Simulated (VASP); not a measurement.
Wanted: the native input for a VASP 6.6.1 run.

```
Task                   : relaxation of cell and atoms
Functional             : LDA
Potentials or basis    : VASP PAW LDA potentials, release 64 (Si)
Cutoff                 : 600 eV
k mesh                 : 8 × 8 × 8
Occupations            : gaussian, width 0.02 eV
Spin                   : no spin polarisation
Dipole correction      : no
Further INCAR settings : ALGO = Normal; EDIFF = 1e-06; IBRION = 2; EDIFFG = -0.005; NSW = 100; ISIF = 3
```

The structure of Si lies in POSCAR:

```
Si
1.0
    0.0000000000      2.7218511900      2.7218511900
    2.7218511900      0.0000000000      2.7218511900
    2.7218511900      2.7218511900      0.0000000000
Si
2
Direct
    0.7500000000      0.7500000000      0.7500000000
    0.5000000000      0.5000000000      0.5000000000
```

One way to write it, as run:

INCAR

```
PREC = Accurate
ENCUT = 600
EDIFF = 1E-6
ISMEAR = 0
SIGMA = 0.02
LREAL = False
LASPH = True
NELM = 100
ALGO = Normal
ISIF = 3
LWAVE = False
LCHARG = False
GGA = CA
IBRION = 2
NSW = 100
EDIFFG = -0.005
```

KPOINTS

```
regular mesh
0
Gamma
  8 8 8
```

Potentials or basis: VASP PAW LDA potentials, release 64 (Si).

Launch:

```console
$ cat potpaw_LDA.64/Si/POTCAR > POTCAR
$ mpirun -np 1 vasp_std > vasp.out
```

Results of the run:

* Relaxed volume: 19.72 Å³/atom
* Relaxed cell: a = 3.821 Å, b = 3.821 Å, c = 3.821 Å, α = 60.00°, β = 60.00°, γ = 60.00°
* Space group after relaxing (to 0.05 Å): Fd-3m (No. 227)
* Energy gained by relaxing: 3.0 meV/atom
* Ionic steps: 3
* Pressure after relaxing: 0.0 GPa
* Band gap on the k mesh: 0.49 eV, indirect (least direct gap 2.53 eV)

Run time: 12 s on 1 thread of Intel(R) Xeon(R) Platinum 8488C (Sapphire Rapids), with other jobs on the host, peak memory 0.15 GiB.
